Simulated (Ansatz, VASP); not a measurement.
LiCl in VASP and in Ansatz

Contents of INCAR:

```
SYSTEM = LiCl
PREC = Accurate ; ENCUT = 600
EDIFF = 1E-6 ; ISMEAR = -1
SIGMA = 0.05 ; LREAL = .FALSE.
LASPH = .TRUE. ; NELM = 100
ALGO = Normal ; ISIF = 3
LWAVE = .FALSE. ; LCHARG = .FALSE.
GGA = B5 ; ALDAX = 1.0
AGGAX = 1.0 ; AGGAC = 1.0
ALDAC = 0.0 ; IBRION = 2
NSW = 80 ; EDIFFG = -0.01
```

KPOINTS

```
regular mesh
0
G
  9 9 9
  0 0 0
```

Contents of POSCAR:

```
LiCl
1.0
    0.0000000000      2.5647700000      2.5647700000
    2.5647700000      0.0000000000      2.5647700000
    2.5647700000      2.5647700000      0.0000000000
Cl Li
1 1
Direct
    0.5000000000      0.5000000000      0.5000000000
    0.0000000000      0.0000000000      0.0000000000
```

Contents of input.yaml:

```yaml
crystal:
  lattice:
    - [0.0, 2.56477, 2.56477]
    - [2.56477, 0.0, 2.56477]
    - [2.56477, 2.56477, 0.0]
  atoms:
    - { symbol: Cl, position: [0.5, 0.5, 0.5] }
    - { symbol: Li, position: [0.0, 0.0, 0.0] }
kpoints:
  mp_grid: { grid: [9, 9, 9] }
scf:
  occupations: { method: fermi_dirac, width: 0.05 }
hamiltonian:
  xc: blyp
  pseudopotentials: { kind: all_electron, lapw: { basis_error: 0.001 } }
output:
  forces: true
  stress: true
relax:
  f_tol: 0.01
  max_steps: 60
  cell: {}
```

Alike in both runs: task relaxation of cell and atoms; functional BLYP; k mesh 9 × 9 × 9; occupations fermi-dirac, width 0.05 eV; no spin polarisation.

```csv
,VASP,Ansatz
version,VASP 6.6.1,Ansatz 0.2.0
potentials or method,"VASP PAW PBE potentials, release 64 (Cl, Li_sv)","all-electron LAPW, scalar-relativistic"
plane-wave cutoff (eV),600,see its input
```

Ansatz gave:

```
relaxed volume (Å³/atom)                                     : 17.90
relaxed cell length with the largest relative difference (Å) : 3.700
energy change over the relaxation (meV/atom)                 : -6
```

Q: Estimate VASP's values.

A: Relaxed volume (Å³/atom): 17.83; relaxed cell length with the largest relative difference (Å): 3.695; energy change over the relaxation (meV/atom): -5.

Ansatz ran all-electron here, so the differences hold the error of VASP's frozen core and of both bases.

Caveats: the cutoff is under 1.25 times the usual one of these potentials, so pressure, stress and relaxed cells hold a basis-set (Pulay) error (VASP); the PAW data sets were made with another functional, which shifts forces and pressure a little (VASP). BLYP gives volumes clearly too large for solids. A k mesh can miss the band edges.
